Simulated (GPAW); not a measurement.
Crystal: Zn.

```
Zn
1.0
    -1.56904    1.56904    1.56904
     1.56904   -1.56904    1.56904
     1.56904    1.56904   -1.56904
Zn
1
Direct
  0.00000 0.00000 0.00000
```

This isn't the form of Zn at room conditions, which is hcp.

| Property | Result |
| --- | --- |
| Program | GPAW 26.7.0 |
| Task | relaxation of cell and atoms |
| Functional | PBEsol |
| Dispersion | D4 |
| Potentials or basis | PAW data sets generated in the run's folder for this functional |
| Cutoff | 600 eV |
| Basis | pw |
| k mesh | 12 × 12 × 12 |
| Occupations | fermi-dirac, width 0.05 eV |
| Spin | no spin polarisation |

At the start: pressure -7.2 GPa; volume 15.45 Å³/atom.

**Question.** Where does the relaxation end?

**Answer.** Over 5 steps the energy falls by 40.1 meV/atom and the volume is 13.88 Å³/atom (-10.1 %); space group Im-3m (No. 229, to 0.05 Å).

Step by step:
| step | energy change (eV) | largest force (eV/Å) | pressure (GPa) | volume (Å³) |
| --- | --- | --- | --- | --- |
| 1 | 0.0000 | 0.0000 | -7.22 | 15.45 |
| 2 | -0.0181 | 0.0000 | -5.68 | 15.00 |
| 3 | -0.0385 | 0.0000 | 1.93 | 13.62 |
| 4 | -0.0401 | 0.0000 | -0.32 | 13.93 |
| 5 | -0.0401 | 0.0000 | -0.01 | 13.88 |

Final structure:
```yaml
crystal:
  lattice:
    - [-1.51412, 1.51412, 1.51412]
    - [1.51412, -1.51412, 1.51412]
    - [1.51412, 1.51412, -1.51412]
  atoms:
    - { symbol: Zn, position: [0.00000, 0.00000, 0.00000] }
```

Caveat: later steps reuse the first step's grids; pairwise dispersion overbinds metals, which lowers pressure and volume.
